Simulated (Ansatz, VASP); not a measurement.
## SnTe3: VASP beside Ansatz

The input INCAR:

```
PREC = Accurate
ENCUT = 520
EDIFF = 1E-7
ISMEAR = -1
SIGMA = 0.05
LREAL = False
LASPH = True
NELM = 80
ALGO = Normal
ISIF = 2
LWAVE = False
LCHARG = True
GGA = PS
LELF = True
LVHAR = True
NBANDS = 24
```

Contents of KPOINTS:

```
Automatic mesh
0
Gamma
  6 6 6
```

File POSCAR:

```
SnTe3
1.0
    0.0000000000      3.9120303401      3.9120303401
    3.9120303401      0.0000000000      3.9120303401
    3.9120303401      3.9120303401      0.0000000000
Te Sn
3 1
Direct
    0.5000000000      0.5000000000      0.5000000000
    0.7500000000      0.7500000000      0.7500000000
    0.2500000000      0.2500000000      0.2500000000
    0.0000000000      0.0000000000      0.0000000000
```

input.yaml

```yaml
crystal:
  lattice:
    - [0.0, 3.9120303401, 3.9120303401]
    - [3.9120303401, 0.0, 3.9120303401]
    - [3.9120303401, 3.9120303401, 0.0]
  atoms:
    - { symbol: Te, position: [0.5, 0.5, 0.5] }
    - { symbol: Te, position: [0.75, 0.75, 0.75] }
    - { symbol: Te, position: [0.25, 0.25, 0.25] }
    - { symbol: Sn, position: [0.0, 0.0, 0.0] }
kpoints:
  mp_grid: { grid: [6, 6, 6] }
scf:
  occupations: { method: fermi_dirac, width: 0.05 }
hamiltonian:
  xc: pbesol
  pseudopotentials: { kind: all_electron, lapw: { basis_error: 0.001 } }
output:
  forces: true
  stress: true
  eigenvalues: true
```

Change from the starting cell: volume scaled by 1.04.

Alike in both runs: task single point; functional PBEsol; k mesh 6 × 6 × 6; occupations fermi-dirac, width 0.05 eV; no spin polarisation.

|  | VASP | Ansatz |
| --- | --- | --- |
| version | VASP 6.6.1 | Ansatz 0.2.0 |
| potentials or method | VASP PAW PBE potentials, release 64 (Te, Sn_d) | all-electron LAPW, scalar-relativistic |
| plane-wave cutoff (eV) | 520 | see its input |

```tsv
	VASP	Ansatz	Ansatz less VASP
gap on the k mesh at the Fermi level (eV)	none	none	-
pressure (GPa)	-4.4	-4.4	+0.02
```

A gap of «none» marks a metal or a gap that the smearing closes. Ansatz ran all-electron here, so the differences hold the error of VASP's frozen core and of both bases.

Caveats: the PAW data sets were made with another functional, which shifts forces and pressure a little (VASP). The runs have no spin-orbit coupling, so splittings on Te are missing.
